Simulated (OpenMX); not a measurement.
## HgTe in OpenMX: the effect of dispersion

HgTe:

```
Hg Te
1.0
    -3.04560    3.04560    1.55941
     3.04560   -3.04560    1.55941
     3.04560    3.04560   -1.55941
Hg Te
1 1
Direct
  0.75000 0.25000 0.50000
  0.00000 0.00000 0.00000
```

Measurements of this composition are mostly on another form, of space group No. 216.

Alike in all runs:

| Quantity | Value |
| --- | --- |
| Program | OpenMX 3.8.5 |
| Task | single point |
| Functional | PBE |
| Potentials or basis | OpenMX 2013 PBE set, Hg8.0-s3p2d2f1, Te7.0-s3p2d2f1, grid cutoff 500 Ry |
| k mesh | 7 × 7 × 7 |
| Occupations | fermi-dirac, width 0.05 eV |
| Spin | no spin polarisation |

| dispersion | pressure (GPa) |
| --- | --- |
| none | 1.7 |
| D3 | ? |
| D3(BJ) | -0.7 |
| D4 | -0.7 |

Problem. What does the run with dispersion D3 give?

Solution. Pressure 0.2 GPa.

Caveats: the basis of atomic orbitals isn't converged, which shifts pressures, moduli and gaps; pairwise dispersion overbinds metals, which lowers pressure and volume (some runs).
